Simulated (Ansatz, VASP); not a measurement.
# Two plane-wave programs on Mo

The input INCAR:

```
SYSTEM = Mo
  PREC = Accurate
  ENCUT = 520
  EDIFF = 1E-6
  ISMEAR = -1
  SIGMA = 0.1
  LREAL = .FALSE.
  LASPH = .TRUE.
  NELM = 60
  ALGO = Fast
  ISIF = 2
  LWAVE = .FALSE.
  LCHARG = .FALSE.
  GGA = CA
  NBANDS = 13
```

File KPOINTS:

```
regular mesh
0
G
  14 14 14
  0 0 0
```

Contents of POSCAR:

```
Mo
1.0
    2.5915342108      0.0000000000      0.0000000000
    0.0000000000      2.5915342108      0.0000000000
    0.0000000000      0.0000000000      2.5915342108
Mo
1
Direct
    0.0000000000      0.0000000000      0.0000000000
```

Input for Ansatz:

```yaml
crystal:
  lattice:
    - [2.5915342108, 0.0, 0.0]
    - [0.0, 2.5915342108, 0.0]
    - [0.0, 0.0, 2.5915342108]
  atoms:
    - { symbol: Mo, position: [0.0, 0.0, 0.0] }
hamiltonian:
  xc: lda
  pseudopotentials:
    kind: paw
    azcp:
      Mo: "pseudopotentials/Mo.paw.azcp"
basis:
  ecutwfc: 420
  fft_grid_basis: typed
kpoints:
  mp_grid: { grid: [14, 14, 14], shift: [0, 0, 0] }
magnetization:
  spin_polarized: false
scf:
  occupations: { method: fermi_dirac, width: 0.1 }
  lower_state_search: "off"
output:
  stress: true
```

Alike in both runs: task single point; functional LDA; k mesh 14 × 14 × 14; occupations fermi-dirac, width 0.1 eV; no spin polarisation.

|  | VASP | Ansatz |
| --- | --- | --- |
| version | VASP 6.6.1 | Ansatz 0.2.0 |
| potentials or method | VASP PAW LDA potentials, release 64 (Mo_sv) | plane waves (420 eV) with PAW, scalar-relativistic |
| plane-wave cutoff (eV) | 520 | 420 |
| valence electrons in the cell | 14 | 14 |

```tsv
	VASP	Ansatz	Ansatz less VASP
pressure (GPa)	-8.1	-8.9	-0.83
```

Ansatz warned: «pseudo_functional_mismatch».
